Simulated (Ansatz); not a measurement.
# LaAlO3, response to strain

Take LaAlO₃ (space group R-3c, No. 167; a = 5.413 Å, c = 13.193 Å (hexagonal axes)) as the base. Axes: x lies along a and z along c of the hexagonal cell.

Strains are applied to the cell and any free atomic positions relax; under biaxial strain the out-of-plane vector relaxes too.

Calculations: Ansatz (a quantum-chemistry and plane-wave program), PBE, PAW, cutoff 420 eV, scalar-relativistic without spin-orbit coupling.

Notes on the quantities. pressure: mean of the normal stresses, compression positive.

```json
[
 {"variant": "base", "volume per atom": "11.16 Å³", "pressure": "0.00 GPa", "smallest direct gap": "4.08 eV", "band gap": "4.02 eV"},
 {"variant": "biaxial strain −1.61 %, plane normal [001], relaxed out of plane", "volume per atom": "___", "pressure": "___", "smallest direct gap": "___", "band gap": "___"},
 {"variant": "biaxial strain −1.40 %, plane normal [001], relaxed out of plane", "volume per atom": "10.92 Å³", "pressure": "4.06 GPa", "smallest direct gap": "3.99 eV", "band gap": "3.93 eV"},
 {"variant": "biaxial strain −0.63 %, plane normal [001], relaxed out of plane", "volume per atom": "11.05 Å³", "pressure": "1.77 GPa", "smallest direct gap": "4.09 eV", "band gap": "3.99 eV"},
 {"variant": "isotropic strain −3.43 %", "volume per atom": "10.05 Å³", "pressure": "23.61 GPa", "smallest direct gap": "–", "band gap": "3.85 eV"},
 {"variant": "isotropic strain +3.64 %", "volume per atom": "12.42 Å³", "pressure": "-15.26 GPa", "smallest direct gap": "4.14 eV", "band gap": "4.07 eV"},
 {"variant": "uniaxial strain ε_yy = +0.98 %", "volume per atom": "11.27 Å³", "pressure": "-1.70 GPa", "smallest direct gap": "3.98 eV", "band gap": "3.93 eV"},
 {"variant": "tensor shear ε_yz = −1.00 %", "volume per atom": "11.16 Å³", "pressure": "0.06 GPa", "smallest direct gap": "3.89 eV", "band gap": "3.81 eV"}
]
```

### Question
Some entries are withheld; estimate them.

### Answer

- biaxial strain −1.61 %, plane normal [001], relaxed out of plane, volume per atom: 10.88 Å³
- biaxial strain −1.61 %, plane normal [001], relaxed out of plane, pressure: 4.70 GPa
- biaxial strain −1.61 %, plane normal [001], relaxed out of plane, smallest direct gap: 3.97 eV
- biaxial strain −1.61 %, plane normal [001], relaxed out of plane, band gap: 3.92 eV

Stability against distortions was not tested.
